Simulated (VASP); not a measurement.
Here is a VASP 6.6.1 calculation.

File INCAR:

```
SYSTEM = MgO
PREC     = Accurate       ! precision mode
ENCUT    = 600            ! plane-wave cutoff, eV
EDIFF    = 1E-6           ! SCF threshold, eV
ISMEAR   = 0              ! smearing method
SIGMA    = 0.05           ! smearing width, eV
LREAL    = .FALSE.        ! projectors in reciprocal space
LASPH    = .TRUE.         ! aspherical terms in the spheres
NELM     = 60             ! most SCF steps
ALGO     = Normal         ! electronic algorithm
ISIF     = 3              ! what is computed and relaxed
LWAVE    = .FALSE.        ! write WAVECAR
LCHARG   = .FALSE.        ! write CHGCAR
METAGGA  = SCAN           ! meta-GGA
LMIXTAU  = .TRUE.       
IBRION   = 2              ! ionic algorithm
NSW      = 60             ! ionic steps
EDIFFG   = -0.01          ! ionic threshold
```

KPOINTS

```
regular mesh
0
G
  10 10 10
  0 0 0
```

POSCAR

```
MgO
1.0
    2.9380209034      0.0000000000      0.0000000000
   -1.4690104517      2.5444007392      0.0000000000
    0.0000000000      0.0000000000      2.6796800000
Mg O
1 1
Direct
    0.0000000000      0.0000000000      0.0000000000
    0.3333333333      0.6666666667      0.5000000000
```

Potentials or basis: VASP PAW PBE potentials, release 64 (Mg, O).

The run is started by

```bash
$ cat potpaw_PBE.64/Mg/POTCAR potpaw_PBE.64/O/POTCAR > POTCAR
$ mpirun -np 1 vasp_std > vasp.out
```

Task: Predict the relaxed volume.

Result: 9.51 Å³/atom.

Task: Estimate the space group after relaxing (to 0.05 Å).

Result: P-6m2 (No. 187).

Task: What does it give for the band gap on the k mesh?

Result: 4.13 eV, indirect (least direct gap 4.55 eV).

The path:
```
step  energy change (eV)  largest force (eV/Å)  pressure (GPa)  volume (Å³)
   1              0.0000                0.0000           -7.35        20.03
   2             -0.0207                0.0000            2.82        18.73
   3             -0.0236                0.0000           -0.06        19.05
   4             -0.0238                0.0000            0.10        19.02
   5             -0.0239                0.0000            0.03        19.03
```

Caveat: the PAW data sets were made with another functional, which shifts forces and pressure a little. SCAN opens gaps a little over a GGA but as a rule still falls short of measured ones.
